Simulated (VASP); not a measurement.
The system is ZnGa2O4.

```
CELL_PARAMETERS angstrom
0.00000 4.17469 4.17469
4.17469 0.00000 4.17469
4.17469 4.17469 0.00000
ATOMIC_POSITIONS crystal
Zn 0.50000 0.50000 0.50000
Zn 0.75000 0.75000 0.75000
Ga 0.12500 0.12500 0.62500
Ga 0.12500 0.62500 0.12500
Ga 0.62500 0.12500 0.12500
Ga 0.12500 0.12500 0.12500
O 0.88639 0.34083 0.88639
O 0.36361 0.36361 0.90917
O 0.36361 0.36361 0.36361
O 0.90917 0.36361 0.36361
O 0.88639 0.88639 0.88639
O 0.34083 0.88639 0.88639
O 0.36361 0.90917 0.36361
O 0.88639 0.88639 0.34083
```

The cell is a database's computed one.

Base run:

| Item | Value |
| --- | --- |
| Program | VASP 6.6.1 |
| Functional | TB-mBJ |
| Potentials or basis | VASP PAW PBE potentials, release 64 (Zn, Ga_d, O) |
| Cutoff | 520 eV |
| k mesh | 6 × 6 × 6 |
| Occupations | gaussian, width 0.03 eV |
| Spin | no spin polarisation |

Its results: band gap on the k mesh 4.59 eV, indirect (least direct gap 4.62 eV).

Question: The run is repeated on the same cell with these changes: functional from TB-mBJ to r2SCAN. What comes out?

Answer: Band gap on the k mesh 3.19 eV, indirect (least direct gap 3.35 eV).
